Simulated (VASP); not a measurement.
## SnO2: relaxation of cell and atoms with PBE

Crystal: SnO2.

```
CELL_PARAMETERS angstrom
3.02327 0.00000 0.00000
0.00000 4.96468 0.00000
0.00000 0.00000 5.97696
ATOMIC_POSITIONS crystal
Sn 0.50000 0.50000 0.00000
O 0.00000 0.50000 0.77572
O 0.00000 0.50000 0.22428
```

The cell was built by a generator and needn't be a form met in nature.

- Program: VASP 6.6.1
- Task: relaxation of cell and atoms
- Functional: PBE
- Potentials or basis: VASP PAW PBE potentials, release 64 (Sn_d, O)
- Cutoff: 600 eV
- k mesh: 9 × 6 × 5
- Occupations: fermi-dirac, width 0.05 eV
- Spin: no spin polarisation
- Target pressure: 20 GPa
- Further INCAR settings: ALGO = Normal; EDIFF = 1e-06; IBRION = 2; EDIFFG = -0.01; NSW = 60; ISIF = 3
- Target pressure: 20 GPa

```
Relaxed volume                                         : 14.22 Å³/atom
Relaxed cell                                           : a = 2.980 Å, b = 2.961 Å, c = 4.834 Å, α = 90.00°, β = 90.00°, γ = 90.00°
Space group after relaxing (to 0.05 Å)                 : Pmmm (No. 47)
Energy change on relaxing (the enthalpy is what falls) : +408.6 meV/atom
Ionic steps                                            : 21
Pressure after relaxing                                : 20.0 GPa
Band gap on the k mesh                                 : none (metal or under the smearing width)
```

Forces in eV/Å, atoms in the order of the input:
```
Sn   0.000  0.000  0.000
O    0.000  0.000  0.002
O    0.000  0.000 -0.002
```

The path:
```tsv
step	energy change (eV)	largest force (eV/Å)	pressure (GPa)	volume (Å³)
1	0.0000	0.0912	0.70	89.71
2	8.5585	18.1946	115.27	50.60
3	0.7136	3.5053	17.14	74.53
4	0.8563	3.9197	19.37	73.26
5	0.6660	1.4040	18.17	54.02
6	1.1006	0.1000	21.93	44.57
7	1.5059	0.3287	26.50	41.10
8	1.3266	0.1867	24.50	42.42
9	0.9720	0.6249	10.12	45.36
10	1.1068	0.4423	17.10	43.78
11	1.1814	0.4777	20.90	43.09
12	1.1422	0.1203	19.40	43.36
13	1.1779	0.0719	19.53	43.04
14	1.2204	0.0190	19.76	42.70
15	1.2127	0.0279	19.73	42.76
16	1.2368	0.0666	20.61	42.56
17	1.2263	0.0499	20.23	42.65
18	1.2268	0.0043	20.07	42.64
19	1.2269	0.0099	20.01	42.64
20	1.2269	0.0117	20.02	42.64
21	1.2257	0.0022	20.01	42.65
```

Final structure:
```cif
data_structure
_symmetry_space_group_name_H-M 'P 1'
_symmetry_Int_Tables_number 1
_cell_length_a 2.9796
_cell_length_b 2.9613
_cell_length_c 4.8338
_cell_angle_alpha 90.000
_cell_angle_beta 90.000
_cell_angle_gamma 90.000
_cell_volume 42.65
loop_
_atom_site_label
_atom_site_type_symbol
_atom_site_fract_x
_atom_site_fract_y
_atom_site_fract_z
_atom_site_occupancy
Sn1 Sn 0.50000 0.50000 0.00000 1
O1 O 0.00000 0.50000 0.72671 1
O2 O 0.00000 0.50000 0.27329 1
```

Levels at points of the mesh, in eV from the Fermi level:
```tsv
k point	band 11	band 12	band 13	band 14	band 15	band 16
(0.00, 0.00, 0.00)	-1.40	-0.83	-0.65	-0.54	5.25	9.77
(0.00, 0.50, 0.00)	-2.54	-1.25	-0.39	0.97	3.30	9.20
```

It took 5.9 min on 1 thread of Intel(R) Xeon(R) 6975P-C (Granite Rapids) (shared host), peak memory 0.29 GiB.

Caveat: the cell is relaxed towards a set pressure, so the enthalpy falls and the energy may rise; the volume moved by over 15 % at a fixed basis, so the end points are rough.
